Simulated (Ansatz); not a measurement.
Consider the hydrogenolysis of a C–Si bond: `CC/C=C/[SiH3]` + H₂ → `C=CCC` + SiH₄.

Program: Ansatz. Geometries: PBE0-D4/def2-TZVP. ΔE: electronic, gas phase. CCSD(T)/CBS adds triple-zeta CCSD(T) − MP2 to the extrapolated MP2 energy (def2 sets, frozen cores). This one scheme is used for every species. DFT in def2-TZVPP. B3LYP here is the variant with VWN-RPA as its local correlation; programs differ in this. One conformer a species, not always the lowest.

CCSD(T)/CBS gives -17.3 kJ/mol.

(1) Another level gave -19.9 kJ/mol. Which?
A. r2SCAN-D4/def2-TZVPP
B. HF/def2-TZVPP
C. B3LYP/def2-TZVPP
D. SCS-MP2/def2-TZVPP

Largest T1 diagnostic among the species: 0.011.

Results:

(1) D. SCS-MP2/def2-TZVPP -19.9, B3LYP -29.2, HF/def2-TZVPP -41.7, r2SCAN-D4 -15.1 kJ/mol.

The D4 term adds +9.8 kJ/mol with B3LYP and +5.5 kJ/mol with PBE0; it sums over pairs of atoms, weighted by their polarisabilities, and B3LYP, whose exchange is more repulsive, gets the larger term. In def2-TZVPP, CCSD(T) changes the Hartree–Fock value by +21.3 kJ/mol (the triples alone add +4.9 kJ/mol) and MP2 by +28.3 kJ/mol.

CCSD(T)/CBS has its own doubt, a few kJ/mol and more with outer-core shells, so smaller differences from it don't rank the levels.
